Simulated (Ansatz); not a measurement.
Bi in Ansatz: the effect of functional

The system is Bi.

```
Bi
1.0
     2.26750    1.30914    3.93800
    -2.26750    1.30914    3.93800
     0.00000   -2.61828    3.93800
Bi
2
Direct
  0.76600 0.76600 0.76600
  0.23400 0.23400 0.23400
```

Alike in all runs:

```yaml
Program: Ansatz 0.2.0
Task: equation of state
Potentials_or_basis: Ansatz PAW
k_mesh: 7 × 7 × 7
Occupations: fermi-dirac, width 0.05 eV
Spin: no spin polarisation
```

One run gave: V0 of scaled cells 35.92 Å³/atom; B0 47 GPa. Which functional did it use?
A. PBEsol
B. LDA
C. r2SCAN
D. PBE

C.

```csv
functional,cutoff,V0 of scaled cells (Å³/atom),B0 (GPa)
LDA,420 eV,33.96,53
r2SCAN,500 eV,35.92,47
PBE,420 eV,36.64,43
PBEsol,420 eV,34.82,50
```

Caveats: the cell was scaled at fixed shape and fractional positions, which overstates the stiffness of a crystal with free parameters, most of all of layers and chains; the PAW data sets come from PBE, with cores solved anew for the run's functional, which leaves a small shift of forces and pressure (some runs).

Not every run made on this cell is shown here.
